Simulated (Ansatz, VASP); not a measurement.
## C: VASP beside Ansatz

The input INCAR:

```
SYSTEM = C
ALGO     = Normal         ! electronic algorithm
EDIFF    = 1E-7           ! SCF threshold, eV
ENCUT    = 520            ! plane-wave cutoff, eV
GGA      = PE             ! functional
ISIF     = 2              ! what is computed and relaxed
ISMEAR   = 0              ! smearing method
LASPH    = .True.         ! aspherical terms in the spheres
LCHARG   = .False.        ! write CHGCAR
LREAL    = .False.        ! projectors in reciprocal space
LWAVE    = .False.        ! write WAVECAR
NBANDS   = 11             ! bands
NELM     = 100            ! most SCF steps
PREC     = Accurate       ! precision mode
SIGMA    = 0.05           ! smearing width, eV
```

Contents of KPOINTS:

```
k-points
0
Gamma
  12 12 12
  0 0 0
```

POSCAR

```
C
1.0
    0.0000000000      1.7834000000      1.8369020000
    1.7834000000      0.0000000000      1.8369020000
    1.7834000000      1.7834000000      0.0000000000
C
2
Direct
    0.5000000000      0.5000000000      0.5000000000
    0.7500000000      0.7500000000      0.7500000000
```

Input for Ansatz:

```yaml
crystal:
  lattice:
    - [0.0, 1.7834, 1.836902]
    - [1.7834, 0.0, 1.836902]
    - [1.7834, 1.7834, 0.0]
  atoms:
    - { symbol: C, position: [0.5, 0.5, 0.5] }
    - { symbol: C, position: [0.75, 0.75, 0.75] }
basis:
  ecutwfc: 420
kpoints:
  mp_grid: { grid: [12, 12, 12] }
hamiltonian:
  xc: pbe
scf:
  occupations: { method: gaussian, width: 0.05 }
output:
  forces: true
  stress: true
  eigenvalues: true
```

Change from the starting cell: strain +0.000 along x and y, +0.030 along z, atoms carried along.

Alike in both runs: task single point; functional PBE; k mesh 12 × 12 × 12; occupations gaussian, width 0.05 eV; no spin polarisation.

|  | VASP | Ansatz |
| --- | --- | --- |
| version | VASP 6.6.1 | Ansatz 0.2.0 |
| potentials or method | VASP PAW PBE potentials, release 64 (C) | scalar-relativistic, plane waves, PAW |
| plane-wave cutoff (eV) | 520 | 420 |
| valence electrons in the cell | 8 | 8 |

VASP gave:

* gap on the k mesh at the Fermi level (eV): 3.72
* least direct gap on the mesh (eV): 5.25
* pressure (GPa): -9.9
* largest component of the traceless stress (GPa): 18.28

**Question.** What did Ansatz give for the same quantities?

**Answer.** gap on the k mesh at the Fermi level (eV): 3.73; least direct gap on the mesh (eV): 5.25; pressure (GPa): -10.5; largest component of the traceless stress (GPa): 18.28.
